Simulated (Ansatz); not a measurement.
# TaS2: the cost of one run

Computed with the Python package of Ansatz 0.2.0. The levels of theory stand in the script.

### 1 The structure

It takes space group P-3m1 (No. 164, trigonal). The conventional cell has a = 3.350 Å, b = 3.350 Å, c = 5.860 Å, α = 90.00°, β = 90.00°, γ = 120.00°. Around Ta (site symmetry -3m) lie 6 S at 2.43 Å. S (site symmetry 3m) has 3 Ta at 2.43 Å as nearest neighbours.

The script holds or builds the structure itself.

### 2 Script

Contents of tas2.py:

```python
'''How the lattice of TaS2 depends on the functional.'''

import ansatz as az
import numpy as np

def edges_and_angles(cell):
    cell = np.asarray(cell)
    a, b, c = np.linalg.norm(cell, axis=1)
    cosines = cell[1] @ cell[2] / (b * c), cell[0] @ cell[2] / (a * c), cell[0] @ cell[1] / (a * b)
    return (a, b, c, *np.degrees(np.arccos(cosines)))

tas2 = (
    az.Lattice.from_parameters(3.35, 3.35, 5.86, alpha=90, beta=90, gamma=120)
    .space_group(164)
    .atom('Ta', (0.0, 0.0, 0.0))
    .atom('S', (1 / 3, 2 / 3, 0.25))
)

setup = (
    tas2.calculation()
    .scf(tolerance=1e-09)
    .basis(530, xc_grid=3)
    .kpoints(5, 5, 3, center='monkhorst-pack')
    .occupations(az.OccupationsMethod.FERMI_DIRAC, width=0.2)
    .relax(cell=True, force_tolerance=0.01)
)

levels = [('r2scan', 'rvv10'), ('r2scan', 'd4'), ('rpbe', 'none')]
print('level            a       b       c    alpha   beta  gamma  V/atom  steps')
for name, dispersion in levels:
    seen = []
    run = setup.functional(name, dispersion=dispersion).session().plan()
    res = run.execute(on_event=lambda e: seen.append(e) if e['event'] == 'relax_step' else None)
    cell = res.lattice.cell_ang
    label = name if dispersion == 'none' else f'{name}+{dispersion}'
    print('{:13s} {:7.4f} {:7.4f} {:7.4f} {:6.2f} {:6.2f} {:6.2f}'.format(label, *edges_and_angles(cell)), f'{abs(np.linalg.det(cell)) / len(res.lattice.sites):7.3f} {len(seen):5d}')
```

### 3 The input behind the calls

The engine receives this input (first run):

```yaml
crystal:
  lattice:
    a: 3.35
    b: 3.35
    c: 5.86
    alpha: 90.0
    beta: 90.0
    gamma: 120.0
  space_group: 164
  atoms:
    - { symbol: Ta, position: [0.0, 0.0, 0.0] }
    - { symbol: S, position: [0.3333333333333333, 0.6666666666666666, 0.25] }
basis:
  ecutwfc: 530.0
  xc_grid: 3
kpoints:
  mp_grid:
    grid: [5, 5, 3]
    shift: [0.0, 0.0, 0.0]
hamiltonian:
  xc: r2scan
  dispersion: rvv10
scf:
  convergence:
    dr2_threshold: 1.0e-09
  occupations:
    method: fermi_dirac
    width: 0.2
relax:
  f_tol: 0.01
  cell: {}
```

### 4 Running it

Run with:

```console
python tas2.py
```

**Question.** How long does this script take on 1 thread of Arm Neoverse V1, shared host, and how much memory does it need?

About 69 s, with a peak of 0.51 GiB.
